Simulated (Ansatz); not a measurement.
Mg2Ge in the antifluorite structure, relaxed with r2SCAN, was run in the PAW code Ansatz under altered settings. All numbers are computed, without spin polarisation but where a row says otherwise.

```
CELL_PARAMETERS angstrom
0.00000 3.18310 3.18310
3.18310 0.00000 3.18310
3.18310 3.18310 0.00000
ATOMIC_POSITIONS crystal
Ge 0.00000 0.00000 0.00000
Mg 0.25000 0.25000 0.25000
Mg 0.75000 0.75000 0.75000
```

The base run's other keys:
```yaml
kpoints:
  mp_grid: { grid: [6, 6, 6] }
hamiltonian:
  xc: r2scan
scf:
  occupations: { method: fermi_dirac, width: 0.02 }
  n_extra_bands: 4
```

It takes 6 iterations with 1639 plane waves at 500 eV and 16 k points, and leaves a mean stress of -0.01 GPa. The gap over this mesh is 0.433 eV.

Outcomes, with energy and stress as changes against the base:
```csv
setting,outcome,ΔF (meV/atom),Δ mean stress (GPa),gap on the mesh (eV),iterations
scf.max_iter: 1,not converged,–,–,–,1
scf.occupations: fixed,converged,0.0,0.00,0.433,6
hamiltonian.dispersion: d4,converged,-75,-0.53,0.433,6
scf.convergence.dr2_threshold: 0.0,refused,–,–,–,–
"kpoints.mp_grid.shift: [0.5, 0.5, 0.5]","converged, warned",-6.2,+0.04,0.738,6
scf.occupations: gaussian 0.05,converged,0.0,0.00,0.433,6
basis.ecutwfc: 40,"converged, warned",+949089,-2357.66,none,9
scf.occupations: gaussian 0.5,converged,-2.1,0.00,–,7
scf.n_extra_bands: 24,converged,0.0,0.00,0.433,6
basis.ecutwfc: 200,"converged, warned",+4243,-2.52,0.454,7
hamiltonian.xc: mr2scan,converged,–,0.00,0.433,6
hamiltonian.xc: b3pw,refused,–,–,–,–
```
A dash marks a value that wasn't obtained or can't be compared. Stress is positive in compression. Its mean hides that meshes of lower symmetry stress the axes unequally.

- scf.max_iter: 1. The run did not converge. It stopped after 1 iteration; the base needs 6. Nothing that it printed is a property of the solid. Error: did not converge after 1 iteration: onsite_residual = 2.13e-2 (threshold 1.00e-7), under the density mixer `msr1`, which `scf.mixing.algorithm: auto` chose by the deck's other keys (type `scf.mixing.algorithm: msr1` to keep it) […]
- hamiltonian.dispersion: d4. The free energy moves by -75 meV an atom, the mean stress by -0.53 GPa and the gap on the mesh by 0.000 eV (to 0.433). A pairwise correction adds to energy, forces and stress and leaves the bands alone.
- scf.convergence.dr2_threshold: 0.0. The program doesn't start. Error: invalid value for `scf.convergence.dr2_threshold`: must be finite and > 0; got 0 eV
- kpoints.mp_grid.shift: [0.5, 0.5, 0.5]. The free energy moves by -6.2 meV an atom, the mean stress by +0.04 GPa and the gap on the mesh by +0.305 eV (to 0.738). The mesh breaks the crystal's symmetry, so the stress, and any force that symmetry no longer fixes, lose it too. The gap changes mostly because other points are sampled; a mesh that misses a band edge overestimates it. Warned: symmetry narrowed by mesh.
- basis.ecutwfc: 40. 27 plane waves in place of 1639. The free energy moves by +949089 meV an atom and the mean stress by -2357.66 GPa. The basis is too small: these are errors of the cutoff. Warned: cutoff below recommended.
- basis.ecutwfc: 200. 411 plane waves in place of 1639. The free energy moves by +4243 meV an atom, the mean stress by -2.52 GPa and the gap on the mesh by +0.021 eV (to 0.454). The basis is too small: these are errors of the cutoff. Warned: cutoff below recommended.
- hamiltonian.xc: b3pw. The program doesn't start. Error: YAML parse error: line 13 column 7: hamiltonian.xc: unknown variant `b3pw`, expected one of […]

Within 1 meV an atom, 0.1 GPa and 0.005 eV of the base stay: scf.occupations: fixed; scf.occupations: gaussian 0.05; scf.n_extra_bands: 24.

The runs are scalar-relativistic, without spin-orbit coupling.
